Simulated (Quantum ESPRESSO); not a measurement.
**BAs: equation of state with PBEsol**

**Measured values to compare with.**

“Basic Physical Properties of Cubic Boron Arsenide”, 2019, arxiv:1911.11281 quotes, for a bulk crystal of BAs: bulk modulus 148 GPa.

BAs:

```
As B
1.0
     0.00000    2.38850    2.38850
     2.38850    0.00000    2.38850
     2.38850    2.38850    0.00000
As B
1 1
Direct
  0.75000 0.75000 0.75000
  0.00000 0.00000 0.00000
```

* Program: Quantum ESPRESSO 7.5
* Task: equation of state
* Functional: PBEsol
* Potentials or basis: PseudoDojo 0.4.1 SR PBEsol standard
* Cutoff: 1143 eV
* Density cutoff: 4572 eV
* k mesh: 10 × 10 × 10
* Occupations: fermi-dirac, width 0.05 eV
* Spin: no spin polarisation

```json
{
 "Equilibrium volume": "13.56 Å³/atom",
 "Bulk modulus": "140 GPa",
 "Pressure derivative of the bulk modulus": "4.1"
}
```

Energy against volume, from the lowest point:
| volume (Å³/atom) | energy (meV/atom) |
| --- | --- |
| 12.809 | 19.74 |
| 13.081 | 7.61 |
| 13.354 | 1.22 |
| 13.626 | 0.00 |
| 13.899 | 3.46 |
| 14.171 | 11.14 |
| 14.444 | 22.64 |

All runs of the series together: 2.4 min on 1 thread of Arm Neoverse V2, on a shared host.

A measured bulk modulus of BAs is 148 GPa (quoted in “Basic Physical Properties of Cubic Boron Arsenide”, 2019, arxiv:1911.11281); the calculated 140 GPa misses it by -5.3 %. The fit is for a static lattice scaled at fixed shape and fixed fractional positions.
